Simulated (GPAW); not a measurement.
Crystal: TiSe.

```
Se Ti
1.0
     4.17836    0.00000    0.00000
     0.00000    4.17836    0.00000
     0.00000    0.00000    5.98442
Se Ti
2 2
Direct
  0.00000 0.50000 0.76056
  0.50000 0.00000 0.23944
  0.00000 0.00000 0.00000
  0.50000 0.50000 0.00000
```

The cell comes from a database or a generator and needn't be the stable form of this composition.

Base run:

```yaml
Program: GPAW 26.7.0
Functional: LDA
Potentials_or_basis: the program's PAW data sets (release 1.2.1) made for this functional
Cutoff: 600 eV
Basis: pw
k_mesh: 5 × 5 × 4
Occupations: fermi-dirac, width 0.05 eV
Spin: no spin polarisation
```

Its results: pressure -5.1 GPa; largest force 0.599 eV/Å.

Q: The run is repeated on the same cell with these changes: functional from LDA to PBEsol; potentials or basis from the program's PAW data sets (release 1.2.1) made for this functional to PAW data sets generated in the run's folder for this functional. What comes out?

A: Pressure -3.0 GPa; largest force 0.306 eV/Å.

Caveats: this functional lacks dispersion, which binds the layers, so the pressure and a relaxed spacing across them are unreliable (some runs).
